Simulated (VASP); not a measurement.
# ICs in VASP: settings compared

One molecule, ICs, is run at these levels: B3LYP+D4, RPBE+D3(BJ), BLYP; tasks: single point, relaxation of the atoms.

Everything below comes from runs of VASP 6.6.1. Logs are shortened: lines on timing, memory, paths and dates and some standing lists are left out, and cuts for length are marked.

### Step 1. The structure

The cell holds a molecule in a box, 2 atoms: a = 9.000 Å, b = 9.000 Å, c = 13.000 Å, α = 90.00°, β = 90.00°, γ = 90.00°.

### Step 2. Single point, B3LYP+D4

POSCAR

```
CsI
1.0
    9.0000000000      0.0000000000      0.0000000000
    0.0000000000      9.0000000000      0.0000000000
    0.0000000000      0.0000000000     13.0000000000
I Cs
1 1
Direct
    0.5014444400      0.5023333300      0.3751080000
    0.5014444400      0.5023333300      0.6301227700
```

INCAR.step1

```
SYSTEM = CsI
ALGO     = Normal         ! electronic algorithm
EDIFF    = 1E-5           ! SCF threshold, eV
ENCUT    = 520            ! plane-wave cutoff, eV
GGA      = PE             ! functional
ISIF     = 2              ! what is computed and relaxed
ISMEAR   = 0              ! smearing method
LASPH    = .True.         ! aspherical terms in the spheres
LCHARG   = .False.        ! write CHGCAR
LREAL    = .False.        ! projectors in reciprocal space
LWAVE    = .True.         ! write WAVECAR
NELM     = 80             ! most SCF steps
PREC     = Accurate       ! precision mode
SIGMA    = 0.01           ! smearing width, eV
```

INCAR.step2

```
SYSTEM = CsI
AEXX     = 0.2            ! exact-exchange fraction
AGGAC    = 0.81         
AGGAX    = 0.72         
ALDAC    = 0.19         
ALGO     = Normal         ! electronic algorithm
EDIFF    = 1E-6           ! SCF threshold, eV
ENCUT    = 520            ! plane-wave cutoff, eV
GGA      = B3             ! functional
HFRCUT   = -1           
ISIF     = 2              ! what is computed and relaxed
ISMEAR   = 0              ! smearing method
ISTART   = 1            
IVDW     = 13             ! dispersion correction
LASPH    = .True.         ! aspherical terms in the spheres
LCHARG   = .False.        ! write CHGCAR
LHFCALC  = .True.         ! exact exchange
LREAL    = .False.        ! projectors in reciprocal space
LWAVE    = .False.        ! write WAVECAR
NELM     = 80             ! most SCF steps
PREC     = Accurate       ! precision mode
PRECFOCK = Fast         
SIGMA    = 0.01           ! smearing width, eV
```

KPOINTS

```
k-points
0
Gamma
  1 1 1
  0 0 0
```

Potentials or basis: VASP PAW PBE potentials, release 64 (I, Cs_sv).

Run with:

```bash
cat potpaw_PBE.64/I/POTCAR potpaw_PBE.64/Cs_sv/POTCAR > POTCAR
cp INCAR.step1 INCAR
mpirun -np 1 vasp_gam > vasp.out
cp INCAR.step2 INCAR
mpirun -np 1 vasp_gam > vasp.out
```

OUTCAR:

```text
SYSTEM = CsI
   AEXX = 0.2
   EDIFF = 1E-6
   ENCUT = 520
   GGA = B3
   ISIF = 2
   ISMEAR = 0
   ISTART = 1
   IVDW = 13
   LASPH = .True.
   LHFCALC = .True.
   LREAL = .False.
   NELM = 80
   PREC = Accurate
   PRECFOCK = Fast

 ion  position               nearest neighbor table
   1  0.501  0.502  0.375-   2 3.32
   2  0.501  0.502  0.630-   1 3.32

  LATTYP: Found a simple tetragonal cell.
 ALAT       =     9.0000000000
 C/A-ratio  =     1.4444444444

  Lattice vectors:

 A1 = (   9.0000000000,   0.0000000000,   0.0000000000)
 A2 = (   0.0000000000,   9.0000000000,   0.0000000000)
 A3 = (   0.0000000000,   0.0000000000,  13.0000000000)

Analysis of symmetry for initial positions (statically):
=====================================================================
 Subroutine PRICEL returns:
 Original cell was already a primitive cell.

 Routine SETGRP: Setting up the symmetry group for a
 simple tetragonal supercell.

 Subroutine GETGRP returns: Found  8 space group operations
 (whereof  1 operations were pure point group operations)
 out of a pool of 16 trial point group operations.

The static configuration has the point symmetry C_1 .
 The point group associated with its full space group is C_4v.

Analysis of symmetry for dynamics (positions and initial velocities):
=====================================================================
 Subroutine PRICEL returns:
 Original cell was already a primitive cell.

 Routine SETGRP: Setting up the symmetry group for a
 simple tetragonal supercell.

 Subroutine GETGRP returns: Found  8 space group operations
 (whereof  1 operations were pure point group operations)
 out of a pool of 16 trial point group operations.

The dynamic configuration has the point symmetry C_1 .
 The point group associated with its full space group is C_4v.

 Subroutine INISYM returns: Found  8 space group operations
 (whereof  1 operations are pure point group operations),
 and found     1 'primitive' translations

----------------------------------------------------------------------------------------

                                     Primitive cell

  volume of cell :    1053.0000

  direct lattice vectors                    reciprocal lattice vectors
     9.000000000  0.000000000  0.000000000     0.111111111  0.000000000  0.000000000
     0.000000000  9.000000000  0.000000000     0.000000000  0.111111111  0.000000000
     0.000000000  0.000000000 13.000000000     0.000000000  0.000000000  0.076923077

  length of vectors
     9.000000000  9.000000000 13.000000000     0.111111111  0.111111111  0.076923077

  position of ions in fractional coordinates (direct lattice)
     0.501444440  0.502333330  0.375108000
     0.501444440  0.502333330  0.630122770

  ion indices of the primitive-cell ions
   primitive index   ion index
                 1           1
                 2           2

----------------------------------------------------------------------------------------

 KPOINTS: k-points

Automatic generation of k-mesh.
 Grid dimensions read from file:
 generate k-points for:    1    1    1

 Generating k-lattice:

  Cartesian coordinates                     Fractional coordinates (reciprocal lattice)
     0.111111111  0.000000000  0.000000000     1.000000000  0.000000000  0.000000000
     0.000000000  0.111111111  0.000000000     0.000000000  1.000000000  0.000000000
     0.000000000  0.000000000  0.076923077     0.000000000  0.000000000  1.000000000

  Length of vectors
     0.111111111  0.111111111  0.076923077

  Shift w.r.t. Gamma in fractional coordinates (k-lattice)
     0.000000000  0.000000000  0.000000000

 Subroutine IBZKPT returns following result:
 ===========================================

 Found      1 irreducible k-points:

 Following reciprocal coordinates:
            Coordinates               Weight
  0.000000  0.000000  0.000000      1.000000
   k-points           NKPTS =      1   k-points in BZ     NKDIM =      1   number of bands    NBANDS=     12
   number of dos      NEDOS =    301   number of ions     NIONS =      2
   total plane-waves  NPLWV = 480200
   dimension x,y,z NGX =    70 NGY =   70 NGZ =   98
   dimension x,y,z NGXF=   140 NGYF=  140 NGZF=  196
   ions per type =               1   1
   NGX,Y,Z   is equivalent  to a cutoff of  12.93, 12.93, 12.53 a.u.
   NGXF,Y,Z  is equivalent  to a cutoff of  25.86, 25.86, 25.06 a.u.
 SYSTEM =  CsI
   PREC   = accura    normal or accurate (medium, high low for compatibility)
   ISTART =      1    job   : 0-new  1-cont  2-samecut
   ICHARG =      0    charge: 1-file 2-atom 10-const
   ISPIN  =      1    spin polarized calculation?
   LNONCOLLINEAR =      F non collinear calculations
   LSORBIT =      F    spin-orbit coupling
   LASPH  =      T    aspherical Exc in radial PAW
   ENCUT  =  520.0 eV  38.22 Ry    6.18 a.u.  16.73 16.73 24.17*2*pi/ulx,y,z
   NELM   =     80;   NELMIN=  2; NELMDL=  0     # of ELM steps
   EDIFF  = 0.1E-05   stopping-criterion for ELM
   LREAL  =      F    real-space projection
   EDIFFG = 0.1E-04   stopping-criterion for IOM
   NSW    =      0    number of steps for IOM
   IBRION =     -1    ionic relax: 0-MD 1-quasi-New 2-CG
   NFREE  =      0    steps in history (QN), initial steepest desc. (CG)
   ISIF   =      2    stress and relaxation
   ISYM   =      3    0-nonsym 1-usesym 2-fastsym
   POTIM  = 0.5000    time-step for ionic-motion
   TEBEG  =    0.0;   TEEND  =   0.0 temperature during run
   PSTRESS=    0.0 pullay stress
   NELECT =      16.0000    total number of electrons
   NUPDOWN=      -1.0000    fix difference up-down
   EMIN   =  10.00;   EMAX   =-10.00  energy-range for DOS
   EFERMI =   0.00;   METHOD = LEGACY
   ISMEAR =     0;   SIGMA  =   0.01  broadening in eV -4-tet -1-fermi 0-gaus
   EFERMI_NEDOS =   21; number of points for ismear=-14 and -15
   IALGO  =     38    algorithm
   IMIX   =      1    mixing-type and parameters
     AMIX     =   0.40;   BMIX     =  1.00
     AMIX_MAG =   1.60;   BMIX_MAG =  1.00
  volume/ion in A,a.u.               =     526.50      3553.00
  Fermi-wavevector in a.u.,A,eV,Ry     =   0.405482  0.766251  2.237015  0.164416
  Thomas-Fermi vector in A             =   1.357813
   LORBIT       =      0    0 simple, 1 ext, 2 COOP (PROOUT), +10 PAW based schemes
   GGA     = B3    functional components
   LHFCALC =     T    Hartree Fock is set to
   PRECFOCK=fast      Normal, Fast or Accurate (Low or Medium for compatibility)
   ENCUT4O =  -1.0   cutoff for four orbital integrals eV
   NKREDX  =     1    reduce k-point grid by
   NKREDY  =     1    reduce k-point grid by
   NKREDZ  =     1    reduce k-point grid by
   AEXX    =    0.2000 exact exchange contribution
   HFSCREEN=    0.0000 screening length (either q_TF or 0.3 A-1)
   HFSCREENC=   0.0000 screening length for correlation (either q_TF or 0.3 A-1)
   ENCUTFOCK=  -1.0 apply spherical cutoff to Coloumb kernel
   IVDW    =    13    specifies the selected vdW correction
   LEPSILON=     F    determine dielectric tensor
   LRPA    =     F    only Hartree local field effects (RPA)
 non-spin polarized calculation
 Gauss-broadening in eV      SIGMA  =   0.01
  energy-cutoff  :      520.00
  volume of cell :     1053.00
 maximum number of plane-waves:     14183
 NGX is ok and might be reduce to    70
  NGX = 36; NGY = 36; NGZ = 50

 number of electron      16.0000000 magnetization

 Free energy of the ion-electron system (eV)
  ---------------------------------------------------
  ext. energy  EPLUGINS =         0.00000000
  ---------------------------------------------------
  free energy    TOTEN  =        -4.78114381 eV

  energy without entropy =       -4.78114381  energy(sigma->0) =       -4.78114381

 E-fermi :  -4.6154     XC(G=0):  -1.1510

 val. band max:       -4.6812668678   @ k =   0.0000   0.0000   0.0000
 cond. band min:      -1.0910844164   @ k =   0.0000   0.0000   0.0000
 fundamental gap:      3.5901824514
 Fermi energy:        -4.6153501914

 k-point     1 :       0.0000    0.0000    0.0000
  band No.  band energies     occupation
      1     -28.2866      2.00000
      2     -15.5119      2.00000
      3     -14.3496      2.00000
      4     -14.3496      2.00000
      5     -13.9870      2.00000
      6      -4.8412      2.00000
      7      -4.6813      2.00000
      8      -4.6813      2.00000
      9      -1.0911      0.00000
     10       0.3564      0.00000
     11       0.4586      0.00000
     12       0.6809      0.00000

------------------------ aborting loop because EDIFF is reached ----------------------------------------

  DFT-D4 for vdW energy calculation

  Edisp (eV):   -0.05782

  FORCE on cell =-STRESS in cart. coord.  units (eV):
  Direction    XX          YY          ZZ          XY          YZ          ZX
  --------------------------------------------------------------------------------------
  -------------------------------------------------------------------------------------
  Total      -0.26939    -0.26939     0.02087     0.00000     0.00000     0.00000
  in kB      -0.40989    -0.40989     0.03175     0.00000     0.00000     0.00000
  external pressure =       -0.26 kB  Pullay stress =        0.00 kB

 VOLUME and BASIS-vectors are now :
 -----------------------------------------------------------------------------
  energy-cutoff  :      520.00
  volume of cell :     1053.00
      direct lattice vectors                 reciprocal lattice vectors
     9.000000000  0.000000000  0.000000000     0.111111111  0.000000000  0.000000000
     0.000000000  9.000000000  0.000000000     0.000000000  0.111111111  0.000000000
     0.000000000  0.000000000 13.000000000     0.000000000  0.000000000  0.076923077

 POSITION                                       TOTAL-FORCE (eV/Angst)
 -----------------------------------------------------------------------------------
      4.51300      4.52100      4.87640         0.000000     -0.000000     -0.168012
      4.51300      4.52100      8.19160         0.000000      0.000000      0.168012
 -----------------------------------------------------------------------------------
    total drift:                                0.000095      0.000171      0.000407

  FREE ENERGIE OF THE ION-ELECTRON SYSTEM (eV)
  ---------------------------------------------------
  free  energy   TOTEN  =        -4.8389611789 eV

  energy  without entropy=       -4.8389611789  energy(sigma->0) =       -4.83896118
```

Run time: 5.1 min. Hardware: 1 thread of Intel Xeon 6975P-C (Granite Rapids), shared host; peak memory 0.86 GiB.

Results:

| Quantity | Value |
| --- | --- |
| Free energy | -4.8390 eV |
| Largest force | 0.168 eV/Å |
| Gap between the frontier levels | 3.59 eV |
| Dispersion energy per atom | -0.029 eV |

Forces on the atoms (eV/Å):
```
I    0.000  0.000 -0.168
Cs   0.000  0.000  0.168
```

Caveat: the PAW data sets were made with another functional, which shifts forces and pressure a little; spin-orbit coupling is left out, which moves the levels of the heavy elements.

### Step 3. Single point, RPBE+D3(BJ)

INCAR

```
PREC     = Accurate       # precision mode
ENCUT    = 520            # plane-wave cutoff, eV
EDIFF    = 1E-7           # SCF threshold, eV
ISMEAR   = 0              # smearing method
SIGMA    = 0.01           # smearing width, eV
LREAL    = F              # projectors in reciprocal space
LASPH    = T              # aspherical terms in the spheres
NELM     = 80             # most SCF steps
ALGO     = Normal         # electronic algorithm
ISIF     = 2              # what is computed and relaxed
LWAVE    = F              # write WAVECAR
LCHARG   = F              # write CHGCAR
GGA      = RP             # functional
IVDW     = 12             # dispersion correction
```

KPOINTS

```
Automatic mesh
0
Gamma
  1 1 1
```

POSCAR is that of step 2.

Potentials or basis: VASP PAW PBE potentials, release 64 (I, Cs_sv).

Run with:

```bash
cat potpaw_PBE.64/I/POTCAR potpaw_PBE.64/Cs_sv/POTCAR > POTCAR
mpirun -np 1 vasp_gam > vasp.out
```

Run time: 56 s. Hardware: 1 thread of Intel Xeon 6975P-C (Granite Rapids), shared host; peak memory 0.83 GiB.

The run converged. Its results:

```
Free energy                     : -4.2555 eV
Largest force                   : 0.330 eV/Å
Gap between the frontier levels : 2.35 eV
Dispersion energy per atom      : -0.237 eV
```

Forces in eV/Å, atoms in the order of the input:
```
I    0.000  0.000  0.330
Cs   0.000  0.000 -0.330
```

Levels at points of the mesh, in eV from the valence-band top:
| k point | band 4 | band 5 | band 6 | band 7 | band 8 | band 9 | band 10 | band 11 | band 12 |
| --- | --- | --- | --- | --- | --- | --- | --- | --- | --- |
| (0.00, 0.00, 0.00) | -9.29 | -8.89 | -0.20 | 0.00 | 0.00 | 2.35 | 3.79 | 3.84 | 4.08 |

Caveat: the PAW data sets were made with another functional, which shifts forces and pressure a little; spin-orbit coupling is left out, which moves the levels of the heavy elements.

### Step 4. Relaxation of the atoms, BLYP

INCAR

```
  PREC = Accurate
  ENCUT = 520
  EDIFF = 1E-7
  ISMEAR = 0
  SIGMA = 0.01
  LREAL = False
  LASPH = True
  NELM = 60
  ALGO = Normal
  ISIF = 2
  LWAVE = False
  LCHARG = False
  GGA = B5
  ALDAX = 1.0
  AGGAX = 1.0
  AGGAC = 1.0
  ALDAC = 0.0
  IBRION = 2
  NSW = 60
  EDIFFG = -0.02
```

KPOINTS

```
regular mesh
0
Gamma
  1 1 1
```

POSCAR

```
CsI
1.0
    9.0000000000      0.0000000000      0.0000000000
    0.0000000000      9.0000000000      0.0000000000
    0.0000000000      0.0000000000     13.0000000000
I Cs
1 1
Cartesian
    4.5129999600      4.5209999700      4.8764040000
    4.5129999600      4.5209999700      8.1915960100
```

Potentials or basis: VASP PAW PBE potentials, release 64 (I, Cs_sv).

Run with:

```bash
cat potpaw_PBE.64/I/POTCAR potpaw_PBE.64/Cs_sv/POTCAR > POTCAR
mpirun -np 1 vasp_gam > vasp.out
```

OUTCAR:

```text
PREC = Accurate
   ENCUT = 520
   EDIFF = 1E-7
   ISMEAR = 0
   LREAL = False
   LASPH = True
   NELM = 60
   ISIF = 2
   GGA = B5
   IBRION = 2
   NSW = 60
   EDIFFG = -0.02

 ion  position               nearest neighbor table
   1  0.501  0.502  0.375-   2 3.32
   2  0.501  0.502  0.630-   1 3.32

  LATTYP: Found a simple tetragonal cell.
 ALAT       =     9.0000000000
 C/A-ratio  =     1.4444444444

  Lattice vectors:

 A1 = (   9.0000000000,   0.0000000000,   0.0000000000)
 A2 = (   0.0000000000,   9.0000000000,   0.0000000000)
 A3 = (   0.0000000000,   0.0000000000,  13.0000000000)

Analysis of symmetry for initial positions (statically):
=====================================================================
[... 161 lines left out ...]
  Total        0.2718922      0.2718922      0.2404562      0.0000000      0.0000000      0.0000000
  in kB        0.4136937      0.4136937      0.3658627      0.0000000      0.0000000      0.0000000
  external PRESSURE =       0.3977500 kB  Pullay stress =       0.0000000 kB
[... 59 lines left out ...]
--------------------------------------- Ionic step        3  -------------------------------------------

 number of electron      16.0000000 magnetization

 Free energy of the ion-electron system (eV)
  ---------------------------------------------------
  ext. energy  EPLUGINS =         0.00000000
  ---------------------------------------------------
  free energy    TOTEN  =        -3.64890206 eV

  energy without entropy =       -3.64890206  energy(sigma->0) =       -3.64890206

 E-fermi :  -3.5368     XC(G=0):  -1.3490

 val. band max:       -3.6084883619   @ k =   0.0000   0.0000   0.0000
 cond. band min:      -1.3593815337   @ k =   0.0000   0.0000   0.0000
 fundamental gap:      2.2491068282
 Fermi energy:        -3.5368145886

 k-point     1 :       0.0000    0.0000    0.0000
  band No.  band energies     occupation
      1     -26.1178      2.00000
      2     -13.7457      2.00000
      3     -13.0092      2.00000
      4     -13.0091      2.00000
      5     -12.6384      2.00000
      6      -3.8348      2.00000
      7      -3.6085      2.00000
      8      -3.6085      2.00000
      9      -1.3594      0.00000
     10       0.1161      0.00000
     11       0.1181      0.00000
     12       0.3572      0.00000
[... 27 lines left out ...]
  FREE ENERGIE OF THE ION-ELECTRON SYSTEM (eV)
  ---------------------------------------------------
  free  energy   TOTEN  =        -3.6489020573 eV

  energy  without entropy=       -3.6489020573  energy(sigma->0) =       -3.64890206

 reached required accuracy - stopping structural energy minimisation
```

OSZICAR:

```text
N       E                     dE             d eps       ncg     rms          rms(c)
DAV:   1     0.148470185239E+03    0.14847E+03   -0.38852E+03    24   0.807E+02
DAV:   2     0.475761983028E+02   -0.10089E+03   -0.92689E+02    32   0.122E+02
DAV:   3    -0.275841152875E+01   -0.50335E+02   -0.50071E+02    36   0.910E+01
[... 80 lines left out ...]
DAV:  22    -0.364890226986E+01   -0.33753E-06   -0.11567E-06    24   0.135E-02    0.475E-05
DAV:  23    -0.364890215328E+01    0.11658E-06   -0.84560E-07    24   0.119E-02    0.419E-05
DAV:  24    -0.364890208591E+01    0.67372E-07   -0.11302E-06    24   0.136E-02    0.357E-05
DAV:  25    -0.364890207422E+01    0.11688E-07   -0.15357E-06    24   0.159E-02    0.491E-05
DAV:  26    -0.364890205726E+01    0.16959E-07   -0.90583E-07    24   0.122E-02
   3 F= -.36489021E+01 E0= -.36489021E+01  d E =-.681968E-02
```

It took 7.4 min on 1 thread of Intel Xeon 6975P-C (Granite Rapids), shared host; peak memory 0.97 GiB.

Results:

- Free energy: -3.6489 eV
- Energy gained by relaxing: 3.4 meV/atom
- Ionic steps: 3
- Largest force after relaxing: 0.011 eV/Å
- Gap between the frontier levels: 2.25 eV

Forces on the atoms (eV/Å):
```
I    0.000  0.000  0.011
Cs   0.000  0.000 -0.011
```

The path:
```csv
step,energy change (eV),largest force (eV/Å),pressure (GPa)
1,0.0000,0.2116,0.04
2,-0.0036,0.1426,0.03
3,-0.0068,0.0108,0.00
```

Final structure:
```cif
data_structure
_symmetry_space_group_name_H-M 'P 1'
_symmetry_Int_Tables_number 1
_cell_length_a 9.0000
_cell_length_b 9.0000
_cell_length_c 13.0000
_cell_angle_alpha 90.000
_cell_angle_beta 90.000
_cell_angle_gamma 90.000
_cell_volume 1053.00
loop_
_atom_site_label
_atom_site_type_symbol
_atom_site_fract_x
_atom_site_fract_y
_atom_site_fract_z
_atom_site_occupancy
I1 I 0.50144 0.50233 0.37238 1
Cs1 Cs 0.50144 0.50233 0.63285 1
```

Levels at points of the mesh, in eV from the valence-band top:
| k point | band 6 | band 7 | band 8 | band 9 | band 10 | band 11 |
| --- | --- | --- | --- | --- | --- | --- |
| (0.00, 0.00, 0.00) | -0.23 | 0.00 | 0.00 | 2.25 | 3.72 | 3.73 |

Caveat: the PAW data sets were made with another functional, which shifts forces and pressure a little; spin-orbit coupling is left out, which moves the levels of the heavy elements. Expect the measured gap to be larger: semilocal functionals such as BLYP lack the derivative discontinuity.

### Step 5. Overview

```tsv
task	level	cell	grid for exact exchange (PRECFOCK)	exchange at q = 0	gap on the mesh (eV)	largest force (eV/Å)
single point	B3LYP+D4	as given	Fast	truncated	3.59	0.17
single point	RPBE+D3(BJ)	as given	-	-	2.35	0.33
relaxation of the atoms	BLYP	atoms relaxed	-	-	2.25	0.01
```

Alike in all rows: potentials or basis VASP PAW PBE potentials, release 64 (I, Cs_sv); no spin polarisation; k mesh 1 × 1 × 1; cutoff (eV) 520; smearing gaussian 0.01 eV.

Caveats: the PAW data sets were made with another functional, which shifts forces and pressure a little; spin-orbit coupling is left out, which moves the levels of the heavy elements.

Absolute energies hang on the potentials; compare differences alone.
